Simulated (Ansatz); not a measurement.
# Co: properties at the relaxed cell

One table from this session's results is given with a row withheld; the runs are named, their logs left out.

Program: Ansatz 0.2.0. Level of theory: DFT PBEsol, scalar-relativistic, plane waves, PAW. These are calculated values, not measurements.

2 further runs of the same task are left out: 2 set aside as unsound or not needed.

### The structure to begin with

Symmetry: P6_3/mmc, No. 194, hexagonal system. The conventional cell has a = 2.456 Å, b = 2.456 Å, c = 3.969 Å, α = 90.00°, β = 90.00°, γ = 120.00°. Around Co (site symmetry -6m2) lie 12 Co at 2.44 to 2.46 Å.

Coordinates:

```cif
data_structure
_symmetry_space_group_name_H-M 'P 1'
_symmetry_Int_Tables_number 1
_cell_length_a 2.4564
_cell_length_b 2.4564
_cell_length_c 3.9695
_cell_angle_alpha 90.000
_cell_angle_beta 90.000
_cell_angle_gamma 120.000
_cell_volume 20.74
loop_
_atom_site_label
_atom_site_type_symbol
_atom_site_fract_x
_atom_site_fract_y
_atom_site_fract_z
_atom_site_occupancy
Co1 Co 0.66667 0.33333 0.25001 1
Co2 Co 0.33333 0.66667 0.74999 1
```

It goes back to an entry of the Materials Project.

This cell was relaxed beforehand with the same method: volume 10.37 Å³/atom, gap on the mesh none (metal), site moments up to 1.6 μB.

The first run:

The input, input.yaml:

```yaml
crystal:
  lattice:
    - [2.4316048864, 0.0, 0.0]
    - [-1.2158024432, 2.1058316036, 0.0]
    - [0.0, 0.0, 3.92937268]
  atoms:
    - { symbol: Co, position: [0.6666666667, 0.3333333333, 0.25000688], spin: 1.8 }
    - { symbol: Co, position: [0.3333333333, 0.6666666667, 0.74999312], spin: 1.8 }
basis:
  ecutwfc: 420
kpoints:
  mp_grid: { grid: [18, 18, 10] }
hamiltonian:
  xc: pbesol
scf:
  occupations: { method: gaussian, width: 0.1 }
output:
  forces: true
  stress: true
  eigenvalues: true
  populations: true
magnetization:
  spin_polarized: true
relax:
  adjacent_minimum: "off"
  f_tol: 0.01
  max_steps: 30
  cell: { stress_tol: 0.1, fix: [volume] }
```

Command:

```console
> ansatz run input.yaml --threads 1 --pin off --max-ram 2560MiB --backend cpu --events-out ev --progress --plain --runs-dir out
```

Among the steps run: Volume × 0.97; Volume × 1.03; The cell scaled to 0.94 of its volume; Point at V/V0 = 1.06; The cell scaled to 0.91 of its volume; The cell scaled to 1.10 of its volume; The cell scaled to 0.88 of its volume.

One table of the session follows, with a row left open; its other results are not shown here.

It belongs to the step «Equation of state». 

```
volume (Å³/atom)  energy above the lowest point (meV/atom)  pressure (GPa)  largest moment (μB)
           9.127                                     147.4           42.39                 1.52
           9.438                                      78.1           29.19                 1.56
           9.749                                      32.6           17.82                 1.59
          10.060                                       7.6            8.14                 1.62
          10.371                                       0.0            0.01                 1.64
          10.683                                       6.8           -6.85                 1.66
          10.994                                         ?               ?                    ?
          11.409                                      67.5          -18.92                 1.70
```

Q: Estimate the row for volume (Å³/atom) = 10.994 from the others.

Worked estimate for «energy above the lowest point (meV/atom)». A straight line through the neighbours (10.683, 6.8) and (11.409, 67.5) gives 6.8 + (67.5 − 6.8) × (10.994 − 10.683) / (11.409 − 10.683) = 32.8; a parabola fitted to 3 rows on both sides gives 25.1.

The run gave: energy above the lowest point (meV/atom): 26.0; pressure (GPa): -12.67; largest moment (μB): 1.68. In «energy above the lowest point (meV/atom)» the line misses by +6.8 and the parabola by -0.9.

To keep in mind: Warnings in the runs' records: structure snapped to symmetry.
